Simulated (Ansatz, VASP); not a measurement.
HfC in VASP and in Ansatz

The input INCAR:

```
PREC     = Accurate       # precision mode
ENCUT    = 520            # plane-wave cutoff, eV
EDIFF    = 1E-6           # SCF threshold, eV
ISMEAR   = 0              # smearing method
SIGMA    = 0.1            # smearing width, eV
LREAL    = False          # projectors in reciprocal space
LASPH    = True           # aspherical terms in the spheres
NELM     = 100            # most SCF steps
ALGO     = Normal         # electronic algorithm
ISIF     = 2              # what is computed and relaxed
LWAVE    = False          # write WAVECAR
LCHARG   = False          # write CHGCAR
GGA      = PE             # functional
NBANDS   = 14             # bands
```

Contents of KPOINTS:

```
regular mesh
0
Gamma
  16 16 16
```

Contents of POSCAR:

```
HfC
1.0
    0.0000000000      2.3022527239      2.3022527239
    2.3022527239      0.0000000000      2.3022527239
    2.3022527239      2.3022527239      0.0000000000
Hf C
1 1
Direct
    0.5000000000      0.5000000000      0.5000000000
    0.0000000000      0.0000000000      0.0000000000
```

Input for Ansatz:

```yaml
crystal:
  lattice:
    - [0.0, 2.3022527246, 2.3022527246]
    - [2.3022527246, 0.0, 2.3022527246]
    - [2.3022527246, 2.3022527246, 0.0]
  atoms:
    - { symbol: Hf, position: [0.5, 0.5, 0.5] }
    - { symbol: C, position: [0.0, 0.0, 0.0] }
basis:
  ecutwfc: 420
kpoints:
  mp_grid: { grid: [16, 16, 16] }
hamiltonian:
  xc: pbe
scf:
  occupations: { method: gaussian, width: 0.1 }
output:
  forces: true
  stress: true
  eigenvalues: true
```

Alike in both runs: task single point; functional PBE; k mesh 16 × 16 × 16; occupations gaussian, width 0.1 eV; no spin polarisation.

|  | VASP | Ansatz |
| --- | --- | --- |
| version | VASP 6.6.1 | Ansatz 0.2.0 |
| potentials or method | VASP PAW PBE potentials, release 64 (Hf_pv, C) | scalar-relativistic, plane waves, PAW |
| plane-wave cutoff (eV) | 520 | 420 |
| valence electrons in the cell | 14 | 30 |

|  | VASP | Ansatz | Ansatz less VASP |
| --- | --- | --- | --- |
| gap on the k mesh at the Fermi level (eV) | none | none | - |
| pressure (GPa) | 7.0 | 7.6 | +0.55 |

A gap of «none» marks a metal or a gap that the smearing closes. The two sets of potentials don't hold the same shells in valence.

The runs have no spin-orbit coupling, so splittings on Hf are missing.
